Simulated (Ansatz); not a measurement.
Crystal: Si.

```
Si
1.0
     2.62054    0.00000    0.00000
    -1.31027    2.26946    0.00000
     0.00000    0.00000    2.46635
Si
1
Direct
  0.00000 0.00000 0.00000
```

This isn't the form of Si at room conditions, which is diamond.

- Program: Ansatz 0.2.0
- Task: relaxation of cell and atoms
- Functional: RPBE
- Dispersion: D3(BJ)
- Potentials or basis: Ansatz PAW
- Cutoff: 420 eV (not typed: the program's choice for these potentials)
- k mesh: 12 × 12 × 11
- Occupations: fermi-dirac, width 0.05 eV
- Spin: no spin polarisation

At the start: volume 14.67 Å³/atom.

Task: How do energy, volume and symmetry change on relaxing?

Result: It ends after 5 steps and the volume is 12.57 Å³/atom (-14.3 %); space group P6/mmm (No. 191, to 0.05 Å).

The path:
```csv
step,energy change (eV),largest force (eV/Å),volume (Å³)
1,0.0000,0.0000,14.67
2,-0.1439,0.0000,12.88
3,-0.1475,0.0000,12.48
4,-0.1481,0.0000,12.57
5,-0.1480,0.0000,12.57
```

Final structure:
```yaml
crystal:
  lattice:
    - [2.47729, 0.00000, 0.00000]
    - [-1.23864, 2.14540, 0.00000]
    - [0.00000, 0.00000, 2.36510]
  atoms:
    - { symbol: Si, position: [0.00000, 0.00000, 0.00000] }
```

Caveat: the plane-wave basis is chosen anew once the cell has moved, so the energies of steps on either side of that aren't comparable; pairwise dispersion overbinds metals, which lowers pressure and volume; the PAW data sets come from PBE, with cores solved anew for the run's functional, which leaves a small shift of forces and pressure.
